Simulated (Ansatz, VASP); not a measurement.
# Be in VASP and in Ansatz

```xyz
8
Lattice="0.0000 3.1581 3.1581 3.1581 0.0000 3.1581 3.1581 3.1581 0.0000" Properties=species:S:1:pos:R:3 pbc="T T T"
Be    0.0000    0.0000    0.0000
Be    1.5791    1.5791    0.0000
Be    4.7372    3.1581    1.5791
Be    3.1581    1.5791    1.5791
Be    3.1581    4.7372    1.5791
Be    1.5791    3.1581    1.5791
Be    4.7372    4.7372    3.1581
Be    3.1581    3.1581    3.1581
```

Alike in both runs: task single point; functional PBE; k mesh 6 × 6 × 6; occupations gaussian, width 0.1 eV; no spin polarisation.

|  | VASP | Ansatz |
| --- | --- | --- |
| version | VASP 6.6.1 | Ansatz 0.2.0 |
| potentials or method | VASP PAW PBE potentials, release 64 (Be) | scalar-relativistic, plane waves, PAW |
| plane-wave cutoff (eV) | 520 | 420 |
| valence electrons in the cell | 16 | 16 |

```csv
,VASP,Ansatz,Ansatz less VASP
gap on the k mesh at the Fermi level (eV),none,none,-
pressure (GPa),0.3,0.1,-0.15
```

A gap of «none» marks a metal or a gap that the smearing closes.
